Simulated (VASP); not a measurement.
Cu, 1 atom in the cell. The structure is cubic, space group Fm-3m (No. 225). The conventional cell has a = 3.615 Å, b = 3.615 Å, c = 3.615 Å, α = 90.00°, β = 90.00°, γ = 90.00°. Around Cu (site symmetry m-3m) lie 12 Cu at 2.56 Å. 

* Program: VASP 6.6.1
* Task: relaxation of cell and atoms
* Functional: PBE
* Potentials or basis: VASP PAW PBE potentials, release 64 (Cu)
* Cutoff: 700 eV
* k mesh: 20 × 20 × 20
* Occupations: gaussian, width 0.1 eV
* Spin: no spin polarisation
* Further INCAR settings: ALGO = Normal; EDIFF = 1e-07; IBRION = 2; EDIFFG = -0.002; NSW = 80; ISIF = 3

Potentials or basis: VASP PAW PBE potentials, release 64 (Cu).

The run is started by

```bash
$ cat potpaw_PBE.64/Cu/POTCAR > POTCAR
$ mpirun -np 1 vasp_std > vasp.out
```

Hardware: 1 thread of Intel(R) Xeon(R) 6975P-C (Granite Rapids) (shared host).

Question: Estimate the wall time of this run.

Answer: Wall time 33 s on 1 thread of Intel(R) Xeon(R) 6975P-C (Granite Rapids), with other jobs on the host, peak memory 0.18 GiB. Counts: scf iterations 27, k points 256, ion steps 3.
